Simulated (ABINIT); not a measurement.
Input of an ABINIT 10.8.3 (patched build) run:

The input run.abi:

```
pp_dirpath "./"
pseudos "Sn_ONCV_PBE-1.2.upf, Se_ONCV_PBE-1.2.upf"

acell 8.044153707 8.044153707 8.044153707
rprim
     0.0000000000     0.7071067812     0.7071067812
     0.7071067812     0.0000000000     0.7071067812
     0.7071067812     0.7071067812     0.0000000000
ntypat 2
znucl 50 34
natom 2
typat 1 2
xred
     0.0000000000     0.0000000000     0.0000000000
     0.5000000000     0.5000000000     0.5000000000

ecut 18.0

kptopt 1
ngkpt 6 6 6
nshiftk 1
shiftk 0.0 0.0 0.0

ixc -428

nband 12
occopt 1

nstep 60
diemac 6.0
toldfe 1.0e-7

iomode 3
prtwf 0
prteig 0
prtebands 0
prtden 1
prtvha 1
prtvclmb 1
prtpot 1
prtelf 1
```

Potentials or basis: SG15 NC PBE v1.2.

Command:

```bash
$ mpirun --bind-to none -np 8 abinit run.abi > log 2>&1
```

Question: Estimate the band gap on the k mesh.

Answer: 0.43 eV, direct.

Question: Predict the pressure.

Answer: -1.5 GPa.

Caveat: Libxc's HSE differs a little from that of other programs; the potentials were made for another functional, which shifts forces and pressure; spin-orbit coupling is left out, which moves the levels of the heavy elements. A k mesh can miss the band edges.
